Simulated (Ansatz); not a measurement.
Space group Fm-3m (No. 225). a = 4.041 Å, b = 4.041 Å, c = 4.041 Å, α = 90.00°, β = 90.00°, γ = 90.00°
```json
{"atom": "Al", "site": "4b", "symmetry": "m-3m", "x": "0.0000", "y": "0.5000", "z": "0.0000"}
```

Equation of state of this Al structure (not necessarily the ground state), with shape and atoms relaxed at each volume where symmetry leaves them free. It has no gap at any of these volumes. Level of theory: Ansatz, DFT PBE, scalar-relativistic, plane waves, PAW.

Settings: cutoff 420 eV, Γ-centred mesh 26×26×26 on the computed 1-atom cell, Gaussian smearing of 0.10 eV; no spin polarisation.

```json
{"V (Å³/atom)": "14.516", "E − E(largest V) (meV/atom)": "39.18", "P (GPa)": "13.27"}
{"V (Å³/atom)": "15.011", "E − E(largest V) (meV/atom)": "4.87", "P (GPa)": "9.08"}
{"V (Å³/atom)": "15.506", "E − E(largest V) (meV/atom)": "-17.50", "P (GPa)": "5.53"}
{"V (Å³/atom)": "16.001", "E − E(largest V) (meV/atom)": "-29.79", "P (GPa)": "2.54"}
{"V (Å³/atom)": "16.496", "E − E(largest V) (meV/atom)": "-33.59", "P (GPa)": "0.00"}
{"V (Å³/atom)": "16.990", "E − E(largest V) (meV/atom)": "-30.17", "P (GPa)": "-2.15"}
{"V (Å³/atom)": "17.485", "E − E(largest V) (meV/atom)": "-20.61", "P (GPa)": "-3.97"}
{"V (Å³/atom)": "18.145", "E − E(largest V) (meV/atom)": "0.00", "P (GPa)": "-5.95"}
```

**Question.** Fit a third-order Birch–Murnaghan equation, E = E0 + (9V0B0/16)·[(x − 1)³B0' + (x − 1)²(6 − 4x)] with x = (V0/V)^(2/3), to E(V).

**Answer.** V0 = 16.49 Å³/atom, B0 = 78 GPa, B0' = 4.5.

The cell was reached from a generator's guess, though it ends in a space group that the Crystallography Open Database lists for this formula.
